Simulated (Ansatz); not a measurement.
## Computed properties of BaHfO₃ (tetragonal BaTiO3 sites, Pm-3m)

All numbers come from the plane-wave code Ansatz. No magnetic order. The prototype was imposed, so other structures may be more stable.

BaHfO₃ on the sites of tetragonal BaTiO3 (relaxed group Pm-3m), relaxed with r2SCAN. Space group Pm-3m (No. 221), cubic; conventional cell a = 4.177 Å, 14.58 Å³ an atom. Ba is surrounded by 12 O at 2.95 Å; Hf is surrounded by 6 O at 2.09 Å; O is surrounded by 2 Hf at 2.09 Å and 4 Ba at 2.95 Å.

```cif
data_structure
_symmetry_space_group_name_H-M 'Pm-3m'
_symmetry_Int_Tables_number 221
_cell_length_a 4.1771
_cell_length_b 4.1771
_cell_length_c 4.1771
_cell_angle_alpha 90.000
_cell_angle_beta 90.000
_cell_angle_gamma 90.000
_cell_volume 72.88
loop_
_atom_site_label
_atom_site_type_symbol
_atom_site_symmetry_multiplicity
_atom_site_Wyckoff_symbol
_atom_site_fract_x
_atom_site_fract_y
_atom_site_fract_z
_atom_site_occupancy
Ba1 Ba 1 b 0.50000 0.50000 0.50000 1
Hf1 Hf 1 a 0.00000 0.00000 0.00000 1
O1 O 3 d 0.00000 0.50000 0.00000 1
```

Band edges at fixed r2SCAN geometry:

| level | k mesh | gap (eV) | kind | edges | least direct gap (eV) |
| --- | --- | --- | --- | --- | --- |
| PBE | 6×6×6 | 3.66 | indirect | R → Γ | 3.77 |
| PBE+SOC | 6×6×6 | 3.58 | indirect | R → Γ | 3.61 |
| r2SCAN | 6×6×6 | 4.19 | indirect | R → Γ | 4.32 |
| HSE06 | 4×4×4 | 5.18 | indirect | R → Γ | 5.34 |
| PBE0 | 4×4×4 | 5.93 | indirect | R → Γ | 6.09 |

PBE: smearing of 0.02 eV; the others have fixed occupations.
Wave cutoffs: 420 eV, 500 eV (r2SCAN).

The HSE06 gap is indirect, 5.18 eV (R to Γ), below the direct gap of 5.34 eV at Γ. Spin-orbit coupling changes the PBE gap by -0.09 eV, to 3.58 eV; at Γ the threefold valence level splits into a fourfold and a twofold level 0.21 eV apart, the fourfold one on top.

r2SCAN covers 35 % of the step from PBE to HSE06. For gaps to 0.1 eV, spin-orbit coupling (up to 0.16 eV here) has to be included. Direct and least gap lie within 0.04 eV at some levels, so the kind of gap isn't settled.

Only the levels marked +SOC include spin-orbit coupling.

The meshes of the hybrids are coarse, so their gaps aren't converged to the digits shown.
